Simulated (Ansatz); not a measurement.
**What a trial cell of Hg₃Te relaxes into**

These are results of DFT PBE, scalar-relativistic, plane waves, PAW (Ansatz), not measurements. Cutoff 420 eV, Γ-centred k mesh, Gaussian smearing, no spin polarisation in the final step.

Hg₃Te was placed on the TiAl3 (D0_22) structure type (I4/mmm, No. 139), with Te in place of Ti, Hg in place of Al, at a guessed volume.

```
CELL_PARAMETERS angstrom
-2.29898 2.29898 5.13538
2.29898 -2.29898 5.13538
2.29898 2.29898 -5.13538
ATOMIC_POSITIONS crystal
Hg 0.50000 0.50000 0.00000
Hg 0.25000 0.75000 0.50000
Hg 0.75000 0.25000 0.50000
Te 0.00000 0.00000 0.00000
```

Cell and atoms relax at zero pressure; the relaxation can't lower the symmetry of the start.

Formation energies are uncorrected and refer to the elements' standard structures at the same level.

Problem. Which crystal results?

Solution. It keeps I4/mmm (No. 139). The result has the TiAl3 (D0_22) structure. Conventional cell: a = 4.227 Å, c = 13.818 Å. Hg on Wyckoff site b (1 atom of the primitive cell) has 4 Te at 2.99 Å; Hg on Wyckoff site d (2 atoms of the primitive cell) has 4 Hg at 2.99 Å; Te is coordinated by 4 Hg at 2.99 Å.

Space group I4/mmm (No. 139). a = 4.227 Å, b = 4.227 Å, c = 13.818 Å, α = 90.00°, β = 90.00°, γ = 90.00°
```csv
atom,site,symmetry,x,y,z
Hg,2b,4/mmm,0.5000,0.5000,0.0000
Hg,4d,-4m2,0.5000,0.0000,0.2500
Te,2a,4/mmm,0.0000,0.0000,0.0000
```

Problem. What are its volume, energy, density and gap?

Solution. The volume per atom is 30.9 Å³, the density is 9.8 g/cm³ and the energy over the elements is 0.00 eV/atom. The gap on the 16×16×16 mesh is 0 eV (a metal).

The final run used a 16×16×16 mesh on its 4-atom cell and 0.10 eV smearing. For metals, differences of a few meV/atom aren't resolved. No dispersion correction is applied, so the spacing between layers, chains or molecules is poorly fixed, and with it the volume and density. Spin–orbit coupling is left out. A structure relaxed within its symmetry needn't be a true minimum. The steps took roughly 13 core-minutes in all.